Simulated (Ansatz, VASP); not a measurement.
Si: VASP beside Ansatz

```
Si
1.0
     4.12095    0.00000    0.00000
    -2.06047    3.56885    0.00000
     0.00000    0.00000    2.65479
Si
2
Direct
  0.33333 0.66667 0.50000
  0.66667 0.33333 0.50000
```

The cell was built by a generator and needn't be a form met in nature.

Alike in both runs: task band structure; functional r2SCAN; k mesh 8 × 8 × 10; occupations fermi-dirac, width 0.05 eV; no spin polarisation.

|  | VASP | Ansatz |
| --- | --- | --- |
| version | VASP 6.6.1 | Ansatz 0.2.0 |
| potentials or method | VASP PAW PBE potentials, release 64 (Si) | Ansatz PAW |
| plane-wave cutoff (eV) | 520 | 500 |
| valence electrons in the cell | 8 | 8 |

Ansatz gave:

```
gap on the k mesh at the Fermi level (eV)       : none
pressure (GPa)                                  : -1.1
largest component of the traceless stress (GPa) : 0.32
```

What did VASP give for the same quantities?

gap on the k mesh at the Fermi level (eV): none; pressure (GPa): -1.2; largest component of the traceless stress (GPa): 0.41.

A gap of «none» marks a metal or a gap that the smearing closes.

Caveats: the PAW data sets were made with another functional, which shifts forces and pressure a little (VASP); the PAW data sets come from PBE, with cores solved anew for the run's functional, which leaves a small shift of forces and pressure (Ansatz).
